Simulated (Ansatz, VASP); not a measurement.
## Two plane-wave programs on Rh

File POSCAR:

```
Rh
1.0
    2.6736786789      0.0000000000      0.0000000000
   -1.3368393395      2.3154736575      0.0000000000
    0.0000000000      0.0000000000      8.7390209003
Rh
4
Direct
    0.6666666667      0.3333333333      0.7500000000
    0.0000000000      0.0000000000      0.5000000000
    0.3333333333      0.6666666667      0.2500000000
    0.0000000000      0.0000000000      0.0000000000
```

The input INCAR.step1:

```
PREC = Accurate ; ENCUT = 520
ISMEAR = -1 ; SIGMA = 0.05
LREAL = F ; LASPH = T
NELM = 100 ; NBANDS = 38
GGA = PE ; ALGO = Normal
EDIFF = 1E-4 ; LWAVE = T
LCHARG = F
```

The input INCAR.step2:

```
PREC = Accurate ; ENCUT = 520
EDIFF = 1E-6 ; ISMEAR = -1
SIGMA = 0.05 ; LREAL = F
LASPH = T ; NELM = 100
ALGO = Normal ; ISIF = 2
LWAVE = F ; LCHARG = F
METAGGA = R2SCAN ; LMIXTAU = T
NBANDS = 38 ; ISTART = 1
```

File KPOINTS:

```
regular mesh
0
Gamma
  11 11 3
```

input.yaml

```yaml
crystal:
  lattice:
    - [2.6736786789, 0.0, 0.0]
    - [-1.3368393395, 2.3154736575, 0.0]
    - [0.0, 0.0, 8.7390209003]
  atoms:
    - { symbol: Rh, position: [0.6666666667, 0.3333333333, 0.75] }
    - { symbol: Rh, position: [0.0, 0.0, 0.5] }
    - { symbol: Rh, position: [0.3333333333, 0.6666666667, 0.25] }
    - { symbol: Rh, position: [0.0, 0.0, 0.0] }
hamiltonian:
  xc: r2scan
  pseudopotentials: { kind: paw }
kpoints:
  mp_grid: { grid: [11, 11, 3] }
scf:
  occupations: { method: fermi_dirac, width: 0.05 }
output:
  forces: true
  stress: true
  eigenvalues: true
  write_density: true
  write_potential: true
  elf: true
  volumetric_format: npy
```

This isn't the form of Rh at room conditions, which is fcc.

Alike in both runs: task single point; functional r2SCAN; k mesh 11 × 11 × 3; occupations fermi-dirac, width 0.05 eV; no spin polarisation.

|  | VASP | Ansatz |
| --- | --- | --- |
| version | VASP 6.6.1 | Ansatz 0.2.0 |
| potentials or method | VASP PAW PBE potentials, release 64 (Rh_pv) | Ansatz PAW |
| plane-wave cutoff (eV) | 520 | 500 |
| valence electrons in the cell | 60 | 68 |

VASP gave:

```
gap on the k mesh at the Fermi level (eV)       : none
pressure (GPa)                                  : 6.0
largest component of the traceless stress (GPa) : 1.05
```

**Question.** What did Ansatz give for the same quantities?

**Answer.** gap on the k mesh at the Fermi level (eV): none; pressure (GPa): 4.7; largest component of the traceless stress (GPa): 1.04.

A gap of «none» marks a metal or a gap that the smearing closes. The two sets of potentials don't hold the same shells in valence.

Caveats: the PAW data sets were made with another functional, which shifts forces and pressure a little (VASP); the PAW data sets come from PBE, with cores solved anew for the run's functional, which leaves a small shift of forces and pressure (Ansatz).
